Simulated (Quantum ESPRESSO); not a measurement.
Crystal: AgCl (Chlorargyrite).

```
CELL_PARAMETERS angstrom
0.00000 2.73500 2.73500
2.73500 0.00000 2.73500
2.73500 2.73500 0.00000
ATOMIC_POSITIONS crystal
Ag 0.00000 0.00000 0.00000
Cl 0.50000 0.50000 0.50000
```

* Program: Quantum ESPRESSO 7.5
* Task: phonons
* Functional: BLYP
* Potentials or basis: PseudoDojo 0.4.1 SR PBE standard
* Cutoff: 1116 eV
* Density cutoff: 4463 eV
* k mesh: 4 × 4 × 4, shifted
* Occupations: fermi-dirac, width 0.05 eV
* Spin: no spin polarisation
* Mixing beta: 0.5
* Most SCF iterations: 120
* SCF threshold: 4e-10 Ry

The cell and the atoms were relaxed first, to 23.54 Å³/atom (a = 4.053 Å, b = 4.053 Å, c = 4.053 Å, α = 60.00°, β = 60.00°, γ = 60.00°), and the response was taken there.

The first run showed a gap, so the response started from a second, tighter run with fixed occupations.

How polar is the lattice: what are the Born charges, the two dielectric constants and the LO-TO splitting?

Born charges ±1.49 e; dielectric constants 4.77 (electrons alone) and 11.99 (static); transverse and longitudinal modes at 110 and 174 cm⁻¹.

Caveat: the potentials were made for another functional, which shifts forces and pressure; the volume moved by over 15 % at a fixed basis, so the end points are rough; before the sum rule the acoustic modes lie tens of cm⁻¹ from zero, a sign that the density grid also shifts the optical modes.
